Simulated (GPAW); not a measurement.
Here is a GPAW 26.7.0 calculation.

run.py

```python
from ase import Atoms
from ase.dft.bandgap import bandgap
from ase.io import write
from ase.units import GPa
from gpaw import GPAW, PW, setup_paths

setup_paths.insert(0, '.')

atoms = Atoms(['Ge', 'Ge'],
              cell=[[0.0, 2.82891, 2.82891],
                    [2.82891, 0.0, 2.82891],
                    [2.82891, 2.82891, 0.0]],
              scaled_positions=[[0.75, 0.75, 0.75],
                                [0.5, 0.5, 0.5]],
              pbc=True)

calc = GPAW(mode=PW(600),
            xc='PBEsol',
            kpts={'size': (8, 8, 8), 'gamma': True},
            occupations={'name': 'fermi-dirac', 'width': 0.05},
            nbands=11,
            convergence={'density': 1e-05, 'energy': 1e-05},
            maxiter=150,
            txt='gpaw.txt')
atoms.calc = calc
energy = atoms.get_potential_energy()
forces = atoms.get_forces()
stress = atoms.get_stress()
calc.write('gs.gpw')
write('result.traj', atoms)
print(f'Energy: {energy:.6f} eV')
print('Forces (eV/A):')
print(forces.round(4))
print('Stress (GPa):', (stress / GPa).round(3))
print('Fermi level:', round(calc.get_fermi_level(), 4), 'eV')
print(f'Gap: {bandgap(calc)[0]:.4f} eV, direct: {bandgap(calc, direct=True)[0]:.4f} eV')
```

Potentials or basis: PAW data sets generated in the run's folder for this functional, pw.

Command:

```console
$ gpaw-setup -f PBEsol Ge
$ OMP_NUM_THREADS=1 python run.py
```

Problem. What does it give for the pressure?

Solution. 0.9 GPa.

Problem. Estimate the band gap on the k mesh.

Solution. 0.04 eV, direct.

**Experimental background.**

From “Temperature-dependent photoluminescence in Ge: experiment and theory”, 2020, arxiv:2003.00143, for a bulk crystal of Ge at 0 K: band gap 0.744 eV (indirect).

Against the measured gap of Ge, 0.744 eV (indirect; 0 K; “Temperature-dependent photoluminescence in Ge: experiment and theory”, 2020, arxiv:2003.00143), the calculated 0.04 eV is off by -0.70 eV. 3 values of this kind are on record (0.666 to 0.807 eV); this one was drawn at random among those near their median. Spin-orbit coupling on Ge is left out. The value is that of PBEsol on a finite k mesh, which can miss the band edges, without temperature or zero-point motion. Semilocal functionals fall short of measured gaps as a rule.
